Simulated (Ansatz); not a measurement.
System: zinc-blende InN (metastable phase). Method: BLYP in Ansatz (plane waves, PAW).

Settings: plane-wave cutoff 520 eV, 12×12×12 k mesh, Fermi–Dirac smearing 0.01 eV, scalar-relativistic PAW data made under PBE.

Computed points:

```json
[
 {"V (Å³/atom)": "15.739", "E − E_lowest (meV/atom)": "22.82"},
 {"V (Å³/atom)": "16.073", "E − E_lowest (meV/atom)": "9.75"},
 {"V (Å³/atom)": "16.408", "E − E_lowest (meV/atom)": "2.35"},
 {"V (Å³/atom)": "16.743", "E − E_lowest (meV/atom)": "0.00"},
 {"V (Å³/atom)": "17.078", "E − E_lowest (meV/atom)": "2.15"},
 {"V (Å³/atom)": "17.413", "E − E_lowest (meV/atom)": "8.30"},
 {"V (Å³/atom)": "17.748", "E − E_lowest (meV/atom)": "18.01"}
]
```

Task: Estimate the bulk modulus and its pressure derivative from these points.

Result: V0 = 16.744 Å³/atom, B0 = 107 GPa, B′ = 4.8 (fit to the energies at full precision).

Measured, for comparison: equilibrium volume per atom 15.72 Å³/atom (temperature not stated, not corrected to a static lattice, epilayer on 3C-SiC; as tabulated in Schörmann, As, Lischka, Schley, Goldhahn et al., Appl. Phys. Lett. 89, 261903 …). Computed (rounded) less measured: equilibrium volume per atom +6.5 %.

Note: the gap of the solid is closed in this run; this level leaves the solid without a gap, although one is measured.

Spin–orbit coupling is not included; it can open a gap where bands touch, and shift volumes and moduli.

Ansatz is a quantum-chemistry and plane-wave program.
